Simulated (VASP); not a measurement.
# VASP 6.6.1 run: HgSe

INCAR

```
ISMEAR = -1
ISPIN = 2
NBANDS = 16
EDIFF = 1E-6
ENCUT = 450
NSW = 0
IBRION = -1
SIGMA = 0.02
LREAL = .FALSE.
ISIF = 2
LASPH = .TRUE.
GGA = PE
PREC = Accurate
NELM = 87
MAGMOM = 3 -3
LWAVE = .FALSE.
LCHARG = .FALSE.
```

KPOINTS

```
KPOINTS created by Atomic Simulation Environment
0
Gamma
8 8 8
0 0 0
```

POSCAR

```
Hg Se
 1.0000000000000000
     0.0000000000000000    3.1545183991000001    3.1545183991000001
     3.1545183991000001    0.0000000000000000    3.1545183991000001
     3.1545183991000001    3.1545183991000001    0.0000000000000000
 Hg  Se
   1   1
Cartesian
  0.0000000000000000  0.0000000000000000  0.0000000000000000
  1.5772591995500000  1.5772591995500000  1.5772591995500000
```

The recommended PBE PAW datasets give the neutral cell 18 valence electrons.

Command

```
mpirun -np 1 vasp_std
```

Question: Predict the outcome of this run.

Answer: It converged. Results: pressure -0.7 GPa; magnetic moment of the cell 0.00 μB.

OSZICAR

```
N       E                     dE             d eps       ncg     rms          rms(c)
DAV:   1     0.102108025853E+03    0.10211E+03   -0.76380E+03  1896   0.875E+02
DAV:   2     0.164847693481E+01   -0.10046E+03   -0.93935E+02  2256   0.223E+02
DAV:   3    -0.206322391045E+01   -0.37117E+01   -0.37030E+01  2168   0.438E+01
DAV:   4    -0.207935405325E+01   -0.16130E-01   -0.16130E-01  2376   0.299E+00
DAV:   5    -0.207944763862E+01   -0.93585E-04   -0.93585E-04  2208   0.202E-01    0.140E+01
DAV:   6    -0.398351108914E+01   -0.19041E+01   -0.12987E+00  2424   0.138E+01    0.617E+00
DAV:   7    -0.409314866915E+01   -0.10964E+00   -0.37776E-01  2112   0.469E+00    0.369E+00
DAV:   8    -0.408891998744E+01    0.42287E-02   -0.23115E-02  2368   0.109E+00    0.190E+00
DAV:   9    -0.408527626372E+01    0.36437E-02   -0.39734E-03  2112   0.631E-01    0.351E-01
DAV:  10    -0.408583759381E+01   -0.56133E-03   -0.13526E-03  2184   0.296E-01    0.145E-01
DAV:  11    -0.408584169970E+01   -0.41059E-05   -0.12423E-04  2192   0.988E-02    0.538E-02
DAV:  12    -0.408584046592E+01    0.12338E-05   -0.29156E-05  2248   0.513E-02    0.201E-02
DAV:  13    -0.408584892822E+01   -0.84623E-05   -0.11625E-05  2232   0.289E-02    0.109E-02
DAV:  14    -0.408584992341E+01   -0.99519E-06   -0.29041E-06  2224   0.151E-02
   1 F= -.40858499E+01 E0= -.40857711E+01  d E =-.157685E-03  mag=     0.0000
```

Standard output (part)

```
POSCAR found type information on POSCAR HgSe
 POSCAR found :  2 types and       2 ions
 LDA part: xc-table for (Slater+PW92), standard interpolation
 POSCAR, INCAR and KPOINTS ok, starting setup
 WAVECAR not read
 entering main loop
```

For comparison, a separate PBE run of the intended cell, on usual settings and not on those above, gives a gap of 0.00 eV on its mesh and a pressure of -0.8 GPa.
